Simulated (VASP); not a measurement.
# SiC: relaxation of cell and atoms with revPBE+D3(BJ)

SiC, a sheet with vacuum:

```
CELL_PARAMETERS angstrom
3.09000 0.00000 0.00000
-1.54500 2.67602 0.00000
0.00000 0.00000 16.00000
ATOMIC_POSITIONS crystal
Si 0.33333 0.66667 0.50000
C 0.66667 0.33333 0.50000
```

The cell was built by a generator and needn't be a form met in nature.

```json
{
  "Program": "VASP 6.6.1",
  "Task": "relaxation of cell and atoms",
  "Functional": "revPBE",
  "Dispersion": "D3(BJ)",
  "Potentials or basis": "VASP PAW PBE potentials, release 64 (Si, C)",
  "Cutoff": "600 eV",
  "k mesh": "12 × 12 × 1",
  "Occupations": "gaussian, width 0.03 eV",
  "Spin": "no spin polarisation",
  "Dipole correction": "no",
  "Further INCAR settings": "ALGO = Fast; EDIFF = 1e-06; IBRION = 2; EDIFFG = -0.005; NSW = 60; ISIF = 3"
}
```

* Relaxed volume: 66.31 Å³/atom
* Relaxed cell: a = 3.094 Å, b = 3.094 Å, c = 16.000 Å, α = 90.00°, β = 90.00°, γ = 120.00°
* Space group after relaxing (to 0.05 Å): P-6m2 (No. 187)
* Energy gained by relaxing: 0.1 meV/atom
* Ionic steps: 3
* Band gap on the k mesh: 2.58 eV, indirect (least direct gap 2.58 eV)
* Dispersion energy per atom: -0.260 eV

Step by step:
```
step  energy change (eV)  largest force (eV/Å)  pressure (GPa)  volume (Å³)
   1              0.0000                0.0000            0.10       132.30
   2              0.0004                0.0000           -0.20       133.21
   3             -0.0002                0.0000            0.00       132.62
```

Final structure:
```xyz
2
Lattice="3.0937 0.0000 0.0000 -1.5468 2.6792 0.0000 0.0000 0.0000 16.0000" Properties=species:S:1:pos:R:3 pbc="T T T"
Si    0.0000    1.7861    8.0000
C     1.5468    0.8931    8.0000
```

Levels at points of the mesh, in eV from the valence-band top:
```tsv
k point	band 1	band 2	band 3	band 4	band 5	band 6	band 7	band 8
(0.00, 0.00, 0.00)	-13.71	-3.75	-1.32	-1.32	3.09	4.67	5.05	6.26
(0.50, 0.00, 0.00)	-10.77	-7.86	-2.84	-0.70	2.58	3.88	8.07	9.11
```

Run time: 23 s on 2 MPI ranks on Intel(R) Xeon(R) 6975P-C (Granite Rapids), on a shared host, peak memory 0.31 GiB a rank.

Caveat: the PAW data sets were made with another functional, which shifts forces and pressure a little.
